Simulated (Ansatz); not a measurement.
## CdSe under changes of volume

One of the cells (23.738 Å³/atom); the others are scaled copies at fixed shape and fractional positions:

```xyz
2
Lattice="0.0000 2.8740 2.8740 2.8740 0.0000 2.8740 2.8740 2.8740 0.0000" Properties=species:S:1:pos:R:3 pbc="T T T"
Cd    0.0000    0.0000    0.0000
Se    2.8740    2.8740    2.8740
```

Measurements of this composition are mostly on another form, of space group No. 186.

| Item | Value |
| --- | --- |
| Program | Ansatz 0.2.0 |
| Functional | LDA |
| Potentials or basis | all-electron LAPW, scalar-relativistic |
| Cutoff | 218 eV (chosen from the basis error) |
| Basis error allowed | 0.001 eV/atom |
| k mesh | 8 × 8 × 8 |
| Occupations | fermi-dirac, width 0.05 eV |
| Spin | no spin polarisation |

```csv
volume (Å³/atom),energy over the lowest point (meV/atom),pressure (GPa)
22.314,0.00,-2.5
22.788,?,?
23.263,22.49,-5.0
23.738,38.81,-6.0
24.213,57.98,-6.9
24.687,79.64,-7.7
25.162,103.47,-8.4
```

Problem. What does the run at 22.788 Å³/atom give?

Solution. Energy over the lowest point 9.41 meV/atom; pressure -3.8 GPa.

Worked out: A Birch-Murnaghan fit of order 3 (a polynomial in V^(-2/3)) to the other rows has no minimum within the range. It gives 9.39 meV/atom at 22.788 Å³/atom, against the run's 9.41, and -dE/dV = -3.8 GPa, against -3.8.

Energies are extrapolated to zero smearing.
